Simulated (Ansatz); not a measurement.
**Strain and the gap of MoS2 (P6_3/mmc)**

MoS2 (started from an entry of an open crystallographic database), relaxed with r2SCAN+rVV10 in the plane-wave code Ansatz. Space group P6_3/mmc (No. 194), hexagonal; a = 3.173 Å, c = 12.436 Å in the conventional setting, 18.07 Å³ an atom. Mo has 6 S at 2.40 Å; S has 3 Mo at 2.40 Å.

The axes x, y and z are those of this cell:
```
CELL_PARAMETERS angstrom
3.17302 0.00000 0.00000
-1.58651 2.74792 0.00000
0.00000 0.00000 12.43591
ATOMIC_POSITIONS crystal
Mo 0.33333 0.66667 0.25000
Mo 0.66667 0.33333 0.75000
S 0.33333 0.66667 0.62490
S 0.66667 0.33333 0.12490
S 0.33333 0.66667 0.87510
S 0.66667 0.33333 0.37510
```

Unstrained: The PBE gap is indirect, 0.927 eV (Γ to Γ–K (0.53 of the way from Γ)), below the direct gap of 1.635 eV at K. r2SCAN gives an indirect gap of 1.032 eV, from Γ to Γ–K (0.53 of the way from Γ); the least direct gap is 1.742 eV at K. HSE06 gives an indirect gap of 1.477 eV, from Γ to K; the least direct gap is 2.092 eV at K. A second conduction valley, at Γ–K (0.53 of the way from Γ), lies only 14 meV higher, so their order isn't settled. Meshes: PBE 12×12×2, r2SCAN 12×12×2, HSE06 6×6×2. Strains are changes of length per length. After each strain the atoms were relaxed again with r2SCAN+rVV10 within the symmetry that the strain leaves, so tilts or polar shifts that break it weren't tested; points keep the names that they have in the unstrained zone. Calculated for a static, non-magnetic cell.

Changes of the least gap in eV (an overlap counts as a negative gap):
```csv
strain,volume change (%),space group,PBE,r2SCAN,HSE06
"biaxial -1.17 % in x and y, z held",-2.3,P6_3/mmc,+0.017,+0.022,+0.031
uniaxial -2.74 % along x,-2.7,Cmcm,+0.014,+0.019,+0.030
"epitaxial -2.37 % in the xy plane, free normal strain +1.05 %",-3.7,P6_3/mmc,+0.101,+0.111,+0.122
```

Biaxial -1.17 % in x and y, z held. HSE06: the gap goes from 1.477 to 1.508 eV (+0.031 eV); the edges go from Γ → K to Γ → Γ–K (0.53); with r2SCAN the top three valence levels at Γ, grouped 1+1+1 from the top over 1364 meV, become 1+1+1 over 1377 meV. Stress change with PBE, compression positive: xx +3.44, yy +3.44, zz +0.43 GPa.

Uniaxial -2.74 % along x, other directions held. HSE06: the gap goes from 1.477 to 1.507 eV (+0.030 eV); the edges go from Γ → K to Γ → Γ–K (0.53); with r2SCAN the top three valence levels at Γ, grouped 1+1+1 from the top over 1364 meV, become 1+1+1 over 1371 meV. Stress change with PBE, compression positive: xx +6.76, yy +1.61, zz +0.48 GPa.

Epitaxial -2.37 % in the xy plane, free normal strain +1.05 %. HSE06: the gap goes from 1.477 to 1.599 eV (+0.122 eV); the edges go from Γ → K to Γ → Γ–K (0.54). Stress change with PBE, compression positive: xx +7.10, yy +7.10, zz +0.35 GPa.

Spin-orbit coupling is left out.

Where an edge lies off the special points, it is a point of the mesh or the k point where a search put PBE's edge or least direct gap, reused for the other functionals, whose own edges may lie a little apart.

The meshes of the hybrids are coarse, so their gaps aren't converged to the digits shown.

The splittings at Γ are without spin-orbit coupling, which regroups them where it is of like size or larger.
